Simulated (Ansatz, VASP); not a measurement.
Given: the input of a run of Ansatz 0.2.0 on WS2.

input.yaml

```yaml
crystal:
  lattice:
    - [1.5576595461, 0.8993151583, 6.0800348339]
    - [-1.5576595461, 0.8993151583, 6.0800348339]
    - [0.0, -1.7986303165, 6.0800348339]
  atoms:
    - { symbol: W, position: [0.0, 0.0, 0.0] }
    - { symbol: S, position: [0.581, 0.581, 0.581] }
    - { symbol: S, position: [0.7503, 0.7503, 0.7503] }
hamiltonian:
  xc: pbe
  pseudopotentials: { kind: paw }
kpoints:
  mp_grid: { grid: [10, 10, 10] }
scf:
  occupations: { method: fermi_dirac, width: 0.05 }
output:
  forces: true
  stress: true
  eigenvalues: true
```

Potentials or basis: Ansatz PAW.

Run with:

```sh
$ ansatz run input.yaml --threads 1 --pin off --max-ram 3584MiB --backend cpu --events-out ev --progress --plain --runs-dir out
```

Problem. Translate it to VASP 6.6.1. Potentials there: VASP PAW PBE potentials, release 64 (W_sv, S).

Solution. As run (the cutoff follows the program's own potentials):

File INCAR:

```
PREC = Accurate
ENCUT = 520
EDIFF = 1E-7
ISMEAR = -1
SIGMA = 0.05
LREAL = False
LASPH = True
NELM = 80
ALGO = Normal
ISIF = 2
LWAVE = False
LCHARG = False
GGA = PE
NBANDS = 20
```

The input KPOINTS:

```
Automatic mesh
0
Gamma
  10 10 10
```

File POSCAR:

```
WS2
1.0
    1.5576595461      0.8993151583      6.0800348339
   -1.5576595461      0.8993151583      6.0800348339
    0.0000000000     -1.7986303165      6.0800348339
W S
1 2
Direct
    0.0000000000      0.0000000000      0.0000000000
    0.5810000000      0.5810000000      0.5810000000
    0.7503000000      0.7503000000      0.7503000000
```

Potentials or basis: VASP PAW PBE potentials, release 64 (W_sv, S).

The run is started by

```console
$ cat potpaw_PBE.64/W_sv/POTCAR potpaw_PBE.64/S/POTCAR > POTCAR
$ mpirun -np 1 vasp_std > vasp.out
```

Both were run:

|  | VASP | Ansatz | Ansatz less VASP |
| --- | --- | --- | --- |
| gap on the k mesh at the Fermi level (eV) | 1.03 | 1.02 | -0.019 |
| least direct gap on the mesh (eV) | 2.36 | 2.35 | -0.013 |
| pressure (GPa) | 12.4 | 12.4 | +0.03 |
| largest component of the traceless stress (GPa) | 0.78 | 0.79 | +0.009 |
| rms of the force components (eV/Å) | 0.537 | 0.536 | -0.0010 |

Atom by atom the forces differ by 0.001 eV/Å (rms over components).

Caveats: spin-orbit coupling is left out, which moves the levels of the heavy elements; forces of over 1 eV/Å show positions far from the minimum, so gaps and moduli don't describe the material at rest. A k mesh can miss the band edges.
